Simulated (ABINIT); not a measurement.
Runs of ABINIT 10.8.3 (patched build) on ZrS2. The structure is trigonal, space group P-3m1 (No. 164). Conventional cell: a = 3.691 Å, b = 3.691 Å, c = 6.041 Å, α = 90.00°, β = 90.00°, γ = 120.00°. Zr (site symmetry -3m) is surrounded by 6 S at 2.57 Å. S (site symmetry 3m) has 3 Zr at 2.57 Å as nearest neighbours. The cell is a database's computed one.

| task | level | potentials or basis | U | k mesh | cutoff (eV) | fine-grid cutoff | double counting (usepawu) | k mesh for the DOS | mesh quality | gap on the mesh (eV) | pressure (GPa) | largest force (eV/Å) |
| --- | --- | --- | --- | --- | --- | --- | --- | --- | --- | --- | --- | --- |
| single point | PBE | JTH PAW PBE v2.0 | - | 6 × 6 × 4 | 544 | 1088.46 eV | - | - | not flagged | 1.07 | 0.4 | 0.02 |
| single point | PBE | JTH PAW PBE v2.0 | - | 3 × 3 × 2 | 544 | 1088.46 eV | - | - | coarse | (b) | 0.9 | 0.08 |
| projected density of states | PBEsol+U | JTH PAW PBE v2.0 | Zr d U = 8 eV | 8 × 8 × 5 | 544 | 1088.46 eV | 1 | 11 × 11 × 7 | not flagged | 1.60 | 2.1 | 0.33 |
| band structure | LDA | JTH PAW LDA v2.0 | - | 8 × 8 × 5 | 544 | 1088.46 eV | - | - | not flagged | 0.93 | (a) | 0.31 |
| band structure | TB-mBJ | JTH PAW LDA v2.0 | - | 7 × 7 × 4 | 653 | 1251.72 eV | - | - | not flagged | 1.57 | - | - |
| band structure | LDA-PZ | JTH PAW LDA v2.0 | - | 8 × 8 × 5 | 544 | 1088.46 eV | - | - | not flagged | 0.93 | -4.6 | 0.30 |
| single point | r2SCAN | JTH PAW PBE v2.0 | - | 5 × 5 × 3 | 653 | 1251.72 eV | - | - | not flagged | 1.47 | - | (c) |
| single point | PBE | JTH PAW PBE v2.0 | - | 10 × 10 × 6 | 544 | 1088.46 eV | - | - | not flagged | 1.03 | 0.3 | 0.03 |

Alike in all rows: no spin polarisation; cell as given; smearing fermi-dirac 0.05 eV.

Task: Estimate the missing entries.

Result: (a) -4.7; (b) 1.23; (c) 0.06.

Caveats: some runs use coarse meshes; this functional lacks dispersion, which binds the layers, so the pressure and a relaxed spacing across them are unreliable (some runs); an odd mesh through Γ misses points on the zone boundary, where band edges often lie (some runs); the PAW data sets were made with another functional, which shifts forces and pressure a little (some runs); the constant c of TB-mBJ comes from the pseudo density here, which moves gaps by up to 0.3 eV between sets of potentials (some runs).

A k mesh can miss the band edges, and the runs leave out spin-orbit coupling on Zr.

Not every run made on this cell is shown here.
